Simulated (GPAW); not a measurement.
Nb:

```xyz
1
Lattice="-1.6640 1.6640 1.6640 1.6640 -1.6640 1.6640 1.6640 1.6640 -1.6640" Properties=species:S:1:pos:R:3 pbc="T T T"
Nb    0.0000    0.0000    0.0000
```

* Program: GPAW 26.7.0
* Task: relaxation of cell and atoms
* Functional: RPBE
* Dispersion: D3(BJ)
* Potentials or basis: the program's PAW data sets (release 1.2.1) made for this functional
* Cutoff: 600 eV
* Basis: pw
* k mesh: 11 × 11 × 11
* Occupations: fermi-dirac, width 0.05 eV
* Spin: no spin polarisation

At the start: pressure -44.8 GPa; volume 18.43 Å³/atom.

How do energy, volume and symmetry change on relaxing?

Over 37 steps the energy falls by 716.9 meV/atom and the volume is 14.14 Å³/atom (-23.3 %); space group Im-3m (No. 229, to 0.05 Å).

Step by step:
```
step  energy change (eV)  largest force (eV/Å)  pressure (GPa)  volume (Å³)
   1              0.0000                0.0000          -44.84        18.43
   2             -0.5819                0.0000          -23.50        15.79
   3             -0.5569                0.0000           37.84        12.62
   4             -0.6161                0.0000           28.92        12.90
   5             -0.6861                0.0000           14.86        13.42
   6             -0.7169                0.0000            0.62        14.10
   7             -0.6906                0.0000          -11.46        14.82
   8             -0.6928                0.0000          -11.02        14.79
   9             -0.6967                0.0000          -10.16        14.73
  10             -0.7018                0.0000           -8.87        14.65
  11             -0.7072                0.0000           -7.19        14.54
  12             -0.7121                0.0000           -5.15        14.42
  13             -0.7154                0.0000           -2.83        14.29
  14             -0.7169                0.0000           -0.30        14.15
  15             -0.7160                0.0000            2.58        14.00
  16             -0.7160                0.0000            2.54        14.00
  17             -0.7160                0.0000            2.47        14.00
  18             -0.7161                0.0000            2.37        14.01
  19             -0.7162                0.0000            2.24        14.02
  20             -0.7163                0.0000            2.07        14.03
  21             -0.7164                0.0000            1.88        14.04
  22             -0.7166                0.0000            1.67        14.05
  23             -0.7167                0.0000            1.40        14.06
  24             -0.7168                0.0000            1.09        14.08
  25             -0.7169                0.0000            0.71        14.10
  26             -0.7169                0.0000            0.28        14.12
  27             -0.7169                0.0000           -0.19        14.14
  28             -0.7169                0.0000           -0.19        14.14
  29             -0.7169                0.0000           -0.19        14.14
  30             -0.7169                0.0000           -0.18        14.14
  31             -0.7169                0.0000           -0.18        14.14
  32             -0.7169                0.0000           -0.17        14.14
  33             -0.7169                0.0000           -0.16        14.14
  34             -0.7169                0.0000           -0.15        14.14
  35             -0.7169                0.0000           -0.14        14.14
  36             -0.7169                0.0000           -0.12        14.14
  37             -0.7169                0.0000           -0.10        14.14
```

Final structure:
```cif
data_structure
_symmetry_space_group_name_H-M 'P 1'
_symmetry_Int_Tables_number 1
_cell_length_a 2.6385
_cell_length_b 2.6385
_cell_length_c 2.6385
_cell_angle_alpha 109.471
_cell_angle_beta 109.471
_cell_angle_gamma 109.471
_cell_volume 14.14
loop_
_atom_site_label
_atom_site_type_symbol
_atom_site_fract_x
_atom_site_fract_y
_atom_site_fract_z
_atom_site_occupancy
Nb1 Nb 0.00000 0.00000 0.00000 1
```

Caveat: later steps reuse the first step's grids; the volume moved by over 15 % at a fixed basis, so the end points are rough; the volume moved by -23 % from the deposited cell, more than functionals usually miss; pairwise dispersion overbinds metals, which lowers pressure and volume.
